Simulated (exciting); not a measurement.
# GaN (F-43m) in exciting: settings compared

One crystal, GaN, is run at these levels: PBEsol, LDA; tasks: phonons, Wannier functions, TDDFT spectrum.

All numbers are computed with exciting (release sodium); they aren't measurements. Logs are shortened: lines on timing, memory, paths and dates and some standing lists are left out, and cuts for length are marked.

**Measured values to compare with.**

From a printed reference work, textbook, for a bulk crystal of GaN at 0 K: band gap 3.299 eV (direct).

The runs below are set against these values where they give the same quantity.

**1. Starting point**

It takes space group F-43m (No. 216, cubic). Conventional cell: a = 4.507 Å, b = 4.507 Å, c = 4.507 Å, α = 90.00°, β = 90.00°, γ = 90.00°. Around Ga (site symmetry -43m) lie 4 N at 1.95 Å. Around N (site symmetry -43m) lie 4 Ga at 1.95 Å.

The cell is a database's computed one.

**2. Phonons, PBEsol**

Contents of run_exciting.py:

```python
import subprocess
import xml.etree.ElementTree as ET
from ase.io import read
from ase.units import Bohr

atoms = read("GaN.xyz")
rmt = {'Ga': 2.0, 'N': 1.45}  # bohr
tasks = """
<groundstate do="fromscratch" ngridk="6 6 6" rgkmax="6" gmaxvr="14" lmaxapw="8" lmaxmat="8" lmaxvr="8" xctype="GGA_PBE_SOL" stype="Gaussian" swidth="0.00018375" nempty="10" ValenceRelativity="zora" epsengy="1e-05" epspot="1e-07" maxscl="60" outputlevel="normal"/>
<phonons method="dfpt" ngridq="1 1 1">
  <qpointset>
    <qpoint>0 0 0</qpoint>
  </qpointset>
</phonons>
"""

root = ET.Element("input")
ET.SubElement(root, "title").text = "GaN"
structure = ET.SubElement(root, "structure", speciespath="./", tshift="false")
crystal = ET.SubElement(structure, "crystal", scale="1.0")
for vector in atoms.cell / Bohr:
    ET.SubElement(crystal, "basevect").text = " ".join(f"{x:.12f}" for x in vector)
symbols = atoms.get_chemical_symbols()
for element in dict.fromkeys(symbols):
    species = ET.SubElement(structure, "species", speciesfile=element + ".xml", rmt=str(rmt[element]))
    for symbol, position in zip(symbols, atoms.get_scaled_positions(wrap=False)):
        if symbol == element:
            ET.SubElement(species, "atom", coord=" ".join(f"{x:.12f}" for x in position))
root.extend(ET.fromstring("<tasks>" + tasks + "</tasks>"))
ET.indent(root)
ET.ElementTree(root).write("input.xml")
subprocess.run(["exciting_smp"], check=True)
```

Contents of GaN.xyz:

```xyz
2
Lattice="0.0000000000 2.2535006075 2.2535006075 2.2535006075 0.0000000000 2.2535006075 2.2535006075 2.2535006075 0.0000000000" Properties=species:S:1:pos:R:3 pbc="T T T"
Ga     0.0000000000      0.0000000000      0.0000000000
N      1.1267503038      1.1267503038      1.1267503038
```

Potentials or basis: all-electron LAPW+lo, shipped species files, valence relativity zora.

Started as:

```bash
OMP_NUM_THREADS=1 python run_exciting.py
```

Standard output:

```text
================================================================================
EXCITING SODIUM started
[... 10 lines left out ...]

 Lattice vectors (cartesian) :
      0.0000000000      4.2584989726      4.2584989726
      4.2584989726      0.0000000000      4.2584989726
      4.2584989726      4.2584989726      0.0000000000

 Reciprocal lattice vectors (cartesian) :
     -0.7377230038      0.7377230038      0.7377230038
      0.7377230038     -0.7377230038      0.7377230038
      0.7377230038      0.7377230038     -0.7377230038

 Unit cell volume                           :     154.4541693110
 Brillouin zone volume                      :       1.6059793954

 Species :    1 (Ga)
     parameters loaded from                 :    Ga.xml
     name                                   :    gallium
     nuclear charge                         :     -31.00000000
     electronic charge                      :      31.00000000
     atomic mass                            :  127097.25380000
     muffin-tin radius                      :       2.00000000
     # of radial points in muffin-tin       :     350

     atomic positions (lattice) :
       1 :   0.00000000  0.00000000  0.00000000

 Species :    2 (N)
     parameters loaded from                 :    N.xml
     name                                   :    nitrogen
     nuclear charge                         :      -7.00000000
     electronic charge                      :       7.00000000
     atomic mass                            :   25532.72506000
     muffin-tin radius                      :       1.45000000
     # of radial points in muffin-tin       :     250

     atomic positions (lattice) :
       1 :   0.25000000  0.25000000  0.25000000

 Total number of atoms per unit cell        :       2

 Spin treatment                             :    spin-unpolarised

 Number of Bravais lattice symmetries       :      48
 Number of crystal symmetries               :      24

 k-point grid                               :       6    6    6
 Total number of k-points                   :      22
 k-point set is reduced with crystal symmetries

 R^MT_min * |G+k|_max (rgkmax)              :       6.00000000
 Species with R^MT_min                      :       2 (N)
 Maximum |G+k| for APW functions            :       4.13793103
 Maximum |G| for potential and density      :      14.00000000

 G-vector grid sizes                        :      27    27    27
 Total number of G-vectors                  :    7239

 Maximum angular momentum used for
     APW functions                          :       8
     computing H and O matrix elements      :       8
     potential and density                  :       8
     inner part of muffin-tin               :       2

 Total nuclear charge                       :     -38.00000000
 Total electronic charge                    :      38.00000000
 Total core charge                          :      20.00000000
 Total valence charge                       :      18.00000000

 Number of empty states                     :      10
 Total number of valence states             :      20

 Maximum Hamiltonian size                   :     212
 Maximum number of plane-waves              :     194
 Total number of local-orbitals             :      18

 Exchange-correlation type                  :      22
     PBEsol, Phys. Rev. Lett. 100, 136406 (2008)
     Generalised gradient approximation (GGA)

 Smearing scheme                            :    Gaussian
 Smearing width                             :       0.00018375

 Using multisecant Broyden potential mixing
[... 16 lines left out ...]
+ SCF iteration number :    1                                                  +
++++++++++++++++++++++++++++++++++++++++++++++++++++++++++++++++++++++++++++++++
 Total energy                               :     -1995.06075301
 _______________________________________________________________
 Fermi energy                               :         0.20418597
 Kinetic energy                             :      2037.44294189
 Coulomb energy                             :     -3951.41624440
 Exchange energy                            :       -79.08388584
 Correlation energy                         :        -2.00356465

 DOS at Fermi energy (states/Ha/cell)       :         0.00000000

 Electron charges :
     core                                   :        20.00000000
     core leakage                           :         0.00639788
     valence                                :        18.00000000
     interstitial                           :         3.34017836
     charge in muffin-tin spheres :
                  atom     1    Ga          :        28.63641024
                  atom     2     N          :         6.02341140
     total charge in muffin-tins            :        34.65982164
     total charge                           :        38.00000000

 Estimated fundamental gap                  :         0.11745042
        valence-band maximum at    1      0.0000  0.0000  0.0000
     conduction-band minimum at    1      0.0000  0.0000  0.0000

++++++++++++++++++++++++++++++++++++++++++++++++++++++++++++++++++++++++++++++++
+ SCF iteration number :    2                                                  +
++++++++++++++++++++++++++++++++++++++++++++++++++++++++++++++++++++++++++++++++
 Total energy                               :     -1997.31465216
 _______________________________________________________________
 Fermi energy                               :         0.24484067
 Kinetic energy                             :      2035.85144779
 Coulomb energy                             :     -3952.15451638
 Exchange energy                            :       -79.00223870
 Correlation energy                         :        -2.00934486

 DOS at Fermi energy (states/Ha/cell)       :         0.00000000

 Electron charges :
     core                                   :        20.00000000
     core leakage                           :         0.00621754
     valence                                :        18.00000000
     interstitial                           :         3.56147301
     charge in muffin-tin spheres :
                  atom     1    Ga          :        28.81956783
                  atom     2     N          :         5.61895917
     total charge in muffin-tins            :        34.43852699
     total charge                           :        38.00000000

 Estimated fundamental gap                  :         0.07957346
        valence-band maximum at    1      0.0000  0.0000  0.0000
     conduction-band minimum at    1      0.0000  0.0000  0.0000

 RMS change in effective potential (target) :   1.34033      ( 0.100000E-06)
 Absolute change in total energy   (target) :   2.25390      ( 0.100000E-04)
 Charge distance                   (target) :  0.223932E-01  ( 0.100000E-04)

++++++++++++++++++++++++++++++++++++++++++++++++++++++++++++++++++++++++++++++++
+ SCF iteration number :    3                                                  +
++++++++++++++++++++++++++++++++++++++++++++++++++++++++++++++++++++++++++++++++
 Total energy                               :     -1997.38702529
 _______________________________________________________________
 Fermi energy                               :         0.25737707
 Kinetic energy                             :      2035.51015924
 Coulomb energy                             :     -3951.93462533
 Exchange energy                            :       -78.95144160
 Correlation energy                         :        -2.01111762
[... 323 lines left out ...]
 Electron charges :
     core                                   :        20.00000000
     core leakage                           :         0.00621216
     valence                                :        18.00000000
     interstitial                           :         3.65645393
     charge in muffin-tin spheres :
                  atom     1    Ga          :        28.89384287
                  atom     2     N          :         5.44970320
     total charge in muffin-tins            :        34.34354607
     total charge                           :        38.00000000

 Estimated fundamental gap                  :         0.06092285
        valence-band maximum at    1      0.0000  0.0000  0.0000
     conduction-band minimum at    1      0.0000  0.0000  0.0000

 RMS change in effective potential (target) :  0.271090E-08  ( 0.100000E-06)
 Absolute change in total energy   (target) :  0.175154E-06  ( 0.100000E-04)
 Charge distance                   (target) :  0.814030E-09  ( 0.100000E-04)

++++++++++++++++++++++++++++++++++++++++++++++++++++++++++++++++++++++++++++++++
+ SCF iteration number :   14                                                  +
++++++++++++++++++++++++++++++++++++++++++++++++++++++++++++++++++++++++++++++++
 Total energy                               :     -1997.25731533
 _______________________________________________________________
 Fermi energy                               :         0.25666346
 Kinetic energy                             :      2035.28394626
 Coulomb energy                             :     -3951.60829998
 Exchange energy                            :       -78.92145012
 Correlation energy                         :        -2.01151150

 DOS at Fermi energy (states/Ha/cell)       :         0.00000000

 Electron charges :
     core                                   :        20.00000000
     core leakage                           :         0.00621216
     valence                                :        18.00000000
     interstitial                           :         3.65645393
     charge in muffin-tin spheres :
                  atom     1    Ga          :        28.89384286
                  atom     2     N          :         5.44970321
     total charge in muffin-tins            :        34.34354607
     total charge                           :        38.00000000

 Estimated fundamental gap                  :         0.06092285
        valence-band maximum at    1      0.0000  0.0000  0.0000
     conduction-band minimum at    1      0.0000  0.0000  0.0000

 RMS change in effective potential (target) :  0.389090E-08  ( 0.100000E-06)
 Absolute change in total energy   (target) :  0.383474E-06  ( 0.100000E-04)
 Charge distance                   (target) :  0.948031E-09  ( 0.100000E-04)

++++++++++++++++++++++++++++++++++++++++++++++++++++++++++++++++++++++++++++++++
| Convergency criteria checked for the last 2 iterations                       +
| Convergence targets achieved. Performing final SCF iteration                 +
++++++++++++++++++++++++++++++++++++++++++++++++++++++++++++++++++++++++++++++++
 Total energy                               :     -1997.25731518
 _______________________________________________________________
 Fermi energy                               :         0.25666346
 Kinetic energy                             :      2035.28394628
 Coulomb energy                             :     -3951.60829986
 Exchange energy                            :       -78.92145011
 Correlation energy                         :        -2.01151150

 DOS at Fermi energy (states/Ha/cell)       :         0.00000000

 Electron charges :
     core                                   :        20.00000000
     core leakage                           :         0.00621216
     valence                                :        18.00000000
     interstitial                           :         3.65645393
     charge in muffin-tin spheres :
                  atom     1    Ga          :        28.89384287
                  atom     2     N          :         5.44970321
     total charge in muffin-tins            :        34.34354607
     total charge                           :        38.00000000

 Estimated fundamental gap                  :         0.06092285
        valence-band maximum at    1      0.0000  0.0000  0.0000
     conduction-band minimum at    1      0.0000  0.0000  0.0000

++++++++++++++++++++++++++++++++++++++++++++++++++++++++++++++++++++++++++++++++
[... 9 lines left out ...]
| EXCITING SODIUM stopped                                                      =
================================================================================
```

Wall time 5.2 min (1 thread of AMD EPYC 7R43 (Zen 3), shared host); peak memory 0.43 GiB.

What came out:

* Band gap on the k mesh: 1.66 eV, direct
* All electrons inside the program's atomic spheres: Ga 28.89; N 5.45 (radii Ga 2.0, N 1.45 bohr)
* Electronic dielectric tensor (diagonal): 5.91
* Born charges (mean of the diagonal): Ga +2.66; N -2.66 e

Electronic dielectric tensor:
```
5.91 0.00 0.00
0.00 5.91 0.00
0.00 0.00 5.91
```

Born effective charge tensors (e):
atom 1, Ga
```
2.66 0.00 0.00
0.00 2.66 0.00
0.00 0.00 2.66
```
atom 2, N
```
-2.66  0.00  0.00
 0.00 -2.66  0.00
 0.00  0.00 -2.66
```

Caveat: imaginary frequencies would show as zero here, so a zero away from Γ can hide an instability; at Γ the modes are those without the macroscopic field, so the longitudinal optical ones aren't split off.

(Continued in part 2 of 2.)
